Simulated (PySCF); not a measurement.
Screening by computed properties: pick the candidate that meets the target.

Each SMILES stands for a single optimised conformer of the isolated species, non-relativistic unless stated; the electronic structure was computed with PySCF and density fitting.

Dipoles, sizes and rotational constants follow the conformer. The torsions of the flexible species, by atom-mapped SMILES:
- `[CH3:1][S:2][c:3]1[cH:4][cH:5][s:6][cH:7]1`: C1–S2–C3–C4 -179°
- `[CH2:1]=[C:2]=[CH:3][CH2:4][CH3:5]`: C2–C3–C4–C5 -113°

Problem. Wanted: dipole moment between 0.7 D and 3 D (PBE0/pcSseg-1) and HOMO energy below -6.3 eV (PBE0/pcSseg-1), at GFN2-xTB geometries. Which candidate meets both?
A. `c1(C)ccccc1`
B. `C1CCCCC1`
C. `CS(C)=O`
D. `Cl/C=C\Cl`
E. `CSc1ccsc1`

Solution. D. Computed values:
| species | dipole moment | HOMO energy |
| --- | --- | --- |
| C1CCCCC1 | 0.00 D | -8.30 eV |
| c1(C)ccccc1 | 0.41 D | -6.99 eV |
| CSc1ccsc1 | 1.02 D | -6.04 eV |
| Cl/C=C\Cl | 1.98 D | -7.48 eV |
| CS(C)=O | 3.77 D | -6.63 eV |

Problem. Wanted: HOMO–LUMO gap between 7 eV and 9 eV (PBE0/pcSseg-1) and smallest rotational constant above 3.5 GHz (GFN2-xTB), at GFN2-xTB geometries. Which candidate meets both?
A. `C=C=CCC`
B. `CSc1ccsc1`
C. `C1CCCCC1`
D. `CS(C)=O`
E. `c1ccccc1`
F. `CC1=CC=CC=C1`

Solution. D. Computed values:
```csv
species,HOMO–LUMO gap,smallest rotational constant
CSc1ccsc1,5.63 eV,0.930 GHz
CC1=CC=CC=C1,6.87 eV,1.777 GHz
c1ccccc1,7.22 eV,2.892 GHz
CS(C)=O,7.56 eV,4.154 GHz
C=C=CCC,7.70 eV,2.313 GHz
C1CCCCC1,9.85 eV,2.512 GHz
```
